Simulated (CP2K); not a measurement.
# Pd (Fm-3m) in CP2K: notebook, part 2 of 2

CP2K 2026.2.

## 5. Atomic charges, vdW-DF2

pd_charges.inp reads:

```
&GLOBAL
  PROJECT pd_charges
  RUN_TYPE ENERGY_FORCE
  PRINT_LEVEL LOW
&END GLOBAL
&FORCE_EVAL
  METHOD QS
  STRESS_TENSOR ANALYTICAL
  &DFT
    BASIS_SET_FILE_NAME BASIS_MOLOPT_UZH
    POTENTIAL_FILE_NAME POTENTIAL_UZH
    &MGRID
      CUTOFF 750
      REL_CUTOFF 60
      NGRIDS 5
    &END MGRID
    &QS
      METHOD GPW
      EPS_DEFAULT 1.0E-9
    &END QS
    &KPOINTS
      SCHEME MONKHORST-PACK 12 12 12
      GAMMA_CENTERED T
      SYMMETRY T
      SYMMETRY_BACKEND SPGLIB
    &END KPOINTS
    &SCF
      SCF_GUESS ATOMIC
      EPS_SCF 1.0E-6
      MAX_SCF 100
      ADDED_MOS 11
      CHOLESKY OFF
      EPS_EIGVAL 1.0E-7
      &DIAGONALIZATION ON
        ALGORITHM STANDARD
      &END DIAGONALIZATION
      &MIXING ON
        METHOD BROYDEN_MIXING
        ALPHA 0.4
        BETA 1.5
        NBUFFER 8
      &END MIXING
      &SMEAR ON
        METHOD FERMI_DIRAC
        ELECTRONIC_TEMPERATURE [K] 580.226
      &END SMEAR
    &END SCF
    &XC
      &XC_FUNCTIONAL
        &GGA_X_RPW86
        &END GGA_X_RPW86
        &LDA_C_PW
        &END LDA_C_PW
      &END XC_FUNCTIONAL
      &VDW_POTENTIAL
        POTENTIAL_TYPE NON_LOCAL
        &NON_LOCAL
          TYPE LMKLL
          KERNEL_FILE_NAME vdW_kernel_table.dat
          CUTOFF 300
        &END NON_LOCAL
      &END VDW_POTENTIAL
    &END XC
    &PRINT
      &KPOINTS ON
      &END KPOINTS
      &MULLIKEN ON
      &END MULLIKEN
      &MO ON
        ENERGIES T
        OCCUPATION_NUMBERS T
        &EACH
          QS_SCF 0
        &END EACH
        ADD_LAST NUMERIC
      &END MO
      &LOWDIN ON
      &END LOWDIN
      &HIRSHFELD ON
        SHAPE_FUNCTION DENSITY
      &END HIRSHFELD
      &VORONOI ON
        VORONOI_RADII COVALENT
      &END VORONOI
    &END PRINT
  &END DFT
  &SUBSYS
    &CELL
      A 2.7527666992 0.0000000000 0.0000000000
      B 1.3763833496 2.3839658922 0.0000000000
      C 1.3763833496 0.7946552974 2.2476245980
      PERIODIC XYZ
    &END CELL
    &COORD
      SCALED
      Pd  0.0000000000 0.0000000000 0.0000000000
    &END COORD
    &KIND Pd
      BASIS_SET TZVP-MOLOPT-PBE-GTH-q18
      POTENTIAL GTH-PBE-q18
    &END KIND
    &PRINT
      &ATOMIC_COORDINATES ON
      &END ATOMIC_COORDINATES
      &CELL ON
      &END CELL
    &END PRINT
  &END SUBSYS
  &PRINT
    &FORCES ON
    &END FORCES
    &STRESS_TENSOR ON
    &END STRESS_TENSOR
  &END PRINT
&END FORCE_EVAL
```

Potentials or basis: POTENTIAL_UZH Pd GTH-PBE-q18; TZVP-MOLOPT-PBE-GTH basis.

Launch:

```sh
$ OMP_NUM_THREADS=1 cp2k.psmp -i pd_charges.inp -o pd_charges.out
```

pd_charges.out:

```text

 CP2K| version string:                                       CP2K version 2026.2
 CP2K| Input file name                                            pd_charges.inp

 GLOBAL| Force Environment number                                              1
 GLOBAL| Basis set file name                                    BASIS_MOLOPT_UZH
 GLOBAL| Potential file name                                       POTENTIAL_UZH
 GLOBAL| MM Potential file name                                     MM_POTENTIAL
 GLOBAL| Coordinate file name                                      __STD_INPUT__
 GLOBAL| Method name                                                        CP2K
 GLOBAL| Project name                                                 pd_charges
 GLOBAL| Run type                                                   ENERGY_FORCE
 GLOBAL| FFT library                                                       FFTW3
[... 8 lines left out ...]
 GLOBAL| CPU model name                                                  UNKNOWN

 CELL| Volume [angstrom^3]:                                            14.750041
 CELL| Vector a [angstrom]:       2.753     0.000     0.000   |a| =     2.752767
 CELL| Vector b [angstrom]:       1.376     2.384     0.000   |b| =     2.752767
 CELL| Vector c [angstrom]:       1.376     0.795     2.248   |c| =     2.752767
 CELL| Angle (b,c), alpha [degree]:                                    60.000000
 CELL| Angle (a,c), beta  [degree]:                                    60.000000
 CELL| Angle (a,b), gamma [degree]:                                    60.000000
 CELL| Numerically orthorhombic:                                              NO
 CELL| Periodicity                                                           XYZ

 CELL_REF| Volume [angstrom^3]:                                        14.750041
 CELL_REF| Vector a [angstrom     2.753     0.000     0.000   |a| =     2.752767
 CELL_REF| Vector b [angstrom     1.376     2.384     0.000   |b| =     2.752767
[... 531 lines left out ...]

 !-----------------------------------------------------------------------------!

 !-----------------------------------------------------------------------------!
                           Hirshfeld Charges

  #Atom  Element  Kind  Ref Charge     Population                    Net charge
      1       Pd     1      18.000         18.000                        -0.000

  Total Charge                                                           -0.000
 !-----------------------------------------------------------------------------!

 VORONOI| Collecting electron density from MPI ranks and sending to library...
 VORONOI| Voronoi integration finished.

 LOWDIN POPULATION ANALYSIS

 #  Atom  Element  Kind  Atomic population                           Net charge
       1     Pd       1         18.000000                              0.000000
 # Total charge                             18.000000                  0.000000

 ENERGY| Total FORCE_EVAL ( QS ) energy [hartree]           -127.037652359630727

 FORCES| Atomic forces [hartree/bohr]
 FORCES|   Atom     x               y               z               |f|
 FORCES|      1  2.90235446E-14  2.55322822E-14  2.12428001E-14   4.41080506E-14
 FORCES| Sum     2.90235446E-14  2.55322822E-14  2.12428001E-14
 FORCES| Total atomic force                                       4.41080506E-14

 STRESS| Analytical stress tensor [bar]
 STRESS|                        x                   y                   z
 STRESS|      x        2.75125653331E+05  -3.10906721918E+00  -2.19036724861E+00
 STRESS|      y       -3.10906721918E+00   2.75129228150E+05  -1.27505106385E+00
 STRESS|      z       -2.19036724861E+00  -1.27505106385E+00   2.75130120690E+05
 STRESS| 1/3 Trace                                             2.75128334057E+05
 STRESS| Determinant                                           2.08260043728E+16

 STRESS| Eigenvectors and eigenvalues of the analytical stress tensor [bar]
 STRESS|                        1                   2                   3
 STRESS| Eigenvalues   2.75122957742E+05   2.75131014290E+05   2.75131030139E+05
 STRESS|      x           0.815853653816     -0.481959299042     -0.319527854221
 STRESS|      y           0.472354223508      0.236707430024      0.849029493072
 STRESS|      z           0.333563042153      0.843614145590     -0.420774132132
```

voronoi:

```text
 1
# Step        0,  Time       0.0000 fs
# Cell         2.7527666992        0.0000000000        0.0000000000        1.3763833496        2.3839658922        0.0000000000        1.3763833496        0.7946552974        2.2476245980
# Atom     Z              Radius         Position(X)         Position(Y)         Position(Z)      Voronoi_Volume              Z(eff)              Charge           Dipole(X)           Dipole(Y)           Dipole(Z)     ChargeCenter(X)     ChargeCenter(Y)     ChargeCenter(Z)      Quadrupole(XX)      Quadrupole(XY)      Quadrupole(XZ)      Quadrupole(YX)      Quadrupole(YY)      Quadrupole(YZ)      Quadrupole(ZX)      Quadrupole(ZY)      Quadrupole(ZZ)
     1    46        1.3100000000        0.0000000000        0.0000000000        0.0000000000       14.7500409348       18.0000000000        0.0000000042       -0.6646360697        2.6766421520        4.3623125301        0.0003692423       -0.0014870234       -0.0024235070       -0.0353178425        0.0000031497        0.0000019415        0.0000031497       -0.0353205402       -0.0000058106        0.0000019415       -0.0000058106       -0.0353250136
```

Run time: 96 s. Hardware: 1 thread of Arm Neoverse V2, shared host; peak memory 0.32 GiB.

Results:

```
Free energy            : -3456.8703 eV
Pressure               : 27.5 GPa
Band gap on the k mesh : none (metal or under the smearing width)
```

Caveat: the potentials were made for another functional, which shifts forces and pressure; the basis of atomic orbitals isn't converged, which shifts pressures, moduli and gaps.

## 6. The runs side by side

```csv
level,cutoff of the non-local correlation (Ry),gap on the mesh (eV),pressure (GPa)
PBE,-,none,9.0
LDA,-,none,-6.9
PBEsol,-,none,-1.0
vdW-DF2,300,none,27.5
```

Alike in all rows: task atomic charges; potentials or basis POTENTIAL_UZH Pd GTH-PBE-q18; TZVP-MOLOPT-PBE-GTH basis; no spin polarisation; cell as given; k mesh 12 × 12 × 12; smearing fermi-dirac 0.05 eV.

Caveats: the basis of atomic orbitals isn't converged, which shifts pressures, moduli and gaps; the potentials were made for another functional, which shifts forces and pressure (some runs).

Absolute energies hang on the potentials; compare differences alone.
